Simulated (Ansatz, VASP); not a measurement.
**Al in VASP and in Ansatz**

INCAR

```
SYSTEM = Al
PREC     = Accurate       ! precision mode
ENCUT    = 520            ! plane-wave cutoff, eV
EDIFF    = 1E-6           ! SCF threshold, eV
ISMEAR   = 0              ! smearing method
SIGMA    = 0.1            ! smearing width, eV
LREAL    = .FALSE.        ! projectors in reciprocal space
LASPH    = .TRUE.         ! aspherical terms in the spheres
NELM     = 100            ! most SCF steps
ALGO     = Fast           ! electronic algorithm
ISIF     = 2              ! what is computed and relaxed
LWAVE    = .FALSE.        ! write WAVECAR
LCHARG   = .FALSE.        ! write CHGCAR
GGA      = PE             ! functional
NBANDS   = 10             ! bands
```

File KPOINTS:

```
Automatic mesh
0
G
  9 9 4
  0 0 0
```

The input POSCAR:

```
Al
1.0
    2.8633495052      0.0000000000      0.0000000000
   -1.4316747526      2.4797334114      0.0000000000
    0.0000000000      0.0000000000      4.6758497419
Al
2
Direct
    0.3333333333      0.6666666667      0.2500000000
    0.6666666667      0.3333333333      0.7500000000
```

Input for Ansatz:

```yaml
crystal:
  lattice:
    - [2.8633495052, 0.0, 0.0]
    - [-1.4316747526, 2.4797334114, 0.0]
    - [0.0, 0.0, 4.6758497419]
  atoms:
    - { symbol: Al, position: [0.3333333333, 0.6666666667, 0.25] }
    - { symbol: Al, position: [0.6666666667, 0.3333333333, 0.75] }
basis:
  ecutwfc: 420
kpoints:
  mp_grid: { grid: [9, 9, 4] }
hamiltonian:
  xc: pbe
scf:
  occupations: { method: gaussian, width: 0.1 }
output:
  forces: true
  stress: true
  eigenvalues: true
```

This isn't the form of Al at room conditions, which is fcc.

Alike in both runs: task single point; functional PBE; k mesh 9 × 9 × 4; occupations gaussian, width 0.1 eV; no spin polarisation.

```csv
,VASP,Ansatz
version,VASP 6.6.1,Ansatz 0.2.0
potentials or method,"VASP PAW PBE potentials, release 64 (Al)","scalar-relativistic, plane waves, PAW"
plane-wave cutoff (eV),520,420
valence electrons in the cell,6,6
```

```csv
,VASP,Ansatz,Ansatz less VASP
gap on the k mesh at the Fermi level (eV),none,none,-
pressure (GPa),0.2,0.2,+0.03
largest component of the traceless stress (GPa),0.85,0.85,+0.003
```

A gap of «none» marks a metal or a gap that the smearing closes.
